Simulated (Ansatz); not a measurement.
PbS, DFT, LDA, PAW with Ansatz's default frozen-core files, scalar-relativistic (Ansatz 0.2.0), run on 1 thread of Intel(R) Xeon(R) 6975P-C (Granite Rapids) on a shared host.

The geometry is COD entry 9000001, unchecked; take it as a test cell.

Command: `ansatz run input.yaml --threads 1 --pin off --max-ram 3072MiB --backend cpu --events-out ev --progress --plain --runs-dir out`

```yaml
crystal:
  lattice:
    - [0.0, 2.965, 2.965]
    - [2.965, 0.0, 2.965]
    - [2.965, 2.965, 0.0]
  atoms:
    - { symbol: Pb, position: [0.0, 0.0, 0.0] }
    - { symbol: S, position: [0.5, 0.5, 0.5] }
kpoints:
  mp_grid: { grid: [7, 7, 7] }
  band_path:
    path:
      - [0.0, 0.0, 0.0]
      - [0.5, 0.0, 0.5]
      - [0.625, 0.25, 0.625]
      - [0.375, 0.375, 0.75]
      - [0.0, 0.0, 0.0]
      - [0.5, 0.5, 0.5]
      - [0.5, 0.25, 0.75]
      - [0.5, 0.0, 0.5]
    npoints: 14
scf:
  occupations: { method: fermi_dirac, width: 0.01 }
hamiltonian:
  xc: lda
  pseudopotentials: { kind: paw }
output:
  forces: true
  stress: true
  eigenvalues: true
  efg: { contact_densities: true }
  populations: true
  bader: true
  dos: { projected: true, de: 0.2, e_range: [-14, 8] }
  write_density: true
  write_potential: true
  elf: true
  volumetric_format: npy
```

Question: How large is the problem that the program sets up?

Answer: 20 irreducible k-points, 965 plane waves at Γ, 14 bands.

Question: Estimate the wall time and the peak memory.

Answer: 8.4 s of wall time for 6 SCF iterations, with a peak of 0.43 GiB. Times on shared machines scatter by tens of per cent.

Question: And the same cell and mesh by LAPW (all electrons), asked for forces, stress, eigenvalues, fatbands, populations, dos and the same band path, on the same hardware?

Answer: 12 s, peak memory 0.33 GiB.

Question: And the same cell and mesh by all-electron PAW (datasets made for this crystal), asked for forces, stress, eigenvalues, efg and the same band path, on the same hardware?

Answer: 5 s, peak memory 0.42 GiB.
